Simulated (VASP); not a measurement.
Set up this calculation in VASP 6.6.1, as the native input.

| Item | Value |
| --- | --- |
| Task | single point |
| Functional | PBE |
| Potentials or basis | VASP PAW PBE potentials, release 64 (K_pv, F) |
| Cutoff | 500 eV |
| k mesh | 9 × 9 × 9 |
| Occupations | gaussian, width 0.02 eV |
| Spin | no spin polarisation |
| Further INCAR settings | ALGO = Normal; EDIFF = 1e-06 |

The structure of KF (Carobbiite) lies in POSCAR:

```
KF
1.0
    0.0000000000      2.6718500000      2.6718500000
    2.6718500000      0.0000000000      2.6718500000
    2.6718500000      2.6718500000      0.0000000000
K F
1 1
Cartesian
    0.0000000000      0.0000000000      0.0000000000
    2.6718500000      2.6718500000      2.6718500000
```

One way to write it, as run:

INCAR

```
SYSTEM = KF
ALGO = Normal ; EDIFF = 1E-6
ENCUT = 500 ; GGA = PE
ISIF = 2 ; ISMEAR = 0
LASPH = .True. ; LCHARG = .False.
LREAL = .False. ; LWAVE = .False.
NELM = 80 ; PREC = Accurate
SIGMA = 0.02
```

KPOINTS

```
k-points
0
Gamma
  9 9 9
  0 0 0
```

Potentials or basis: VASP PAW PBE potentials, release 64 (K_pv, F).

The run is started by

```bash
$ cat potpaw_PBE.64/K_pv/POTCAR potpaw_PBE.64/F/POTCAR > POTCAR
$ mpirun -np 1 vasp_std > vasp.out
```

Results of the run:

The pressure is 2.3 GPa and the band gap on the k mesh is 6.14 eV, direct.

Caveat: an odd mesh through Γ misses points on the zone boundary, where band edges often lie.

Wall time 31 s on 1 thread of AMD EPYC 7R43 64-Core Processor (Zen 3), with other jobs on the host, peak memory 0.12 GiB.
